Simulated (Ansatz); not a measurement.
# Os (diamond): energy against volume

Level of theory: Ansatz, DFT, revPBE, plane waves (420 eV) with PAW, scalar-relativistic. The PAW files were generated under PBE, with cores re-solved for the functional.

The cell is scaled uniformly from the relaxed one, with fractional coordinates and shape fixed. Energies are extrapolated to zero smearing, pressures are those at the given smearing. Magnetic state: spin not included.

A Birch-Murnaghan fit gives V₀ = 21.63 Å³/atom, B₀ = 198 GPa, B₀′ = 4.6.

Question: What are the energy above the minimum and the pressure at 19.047 Å³/atom?

Answer: 243.0 meV/atom and 33.99 GPa as computed.

Question: What are the energy above the minimum and the pressure at 19.913 Å³/atom?

Answer: 99.0 meV/atom and 20.06 GPa as computed.

Question: What are the energy above the minimum and the pressure at 20.778 Å³/atom?

Answer: 22.5 meV/atom and 8.92 GPa as computed.
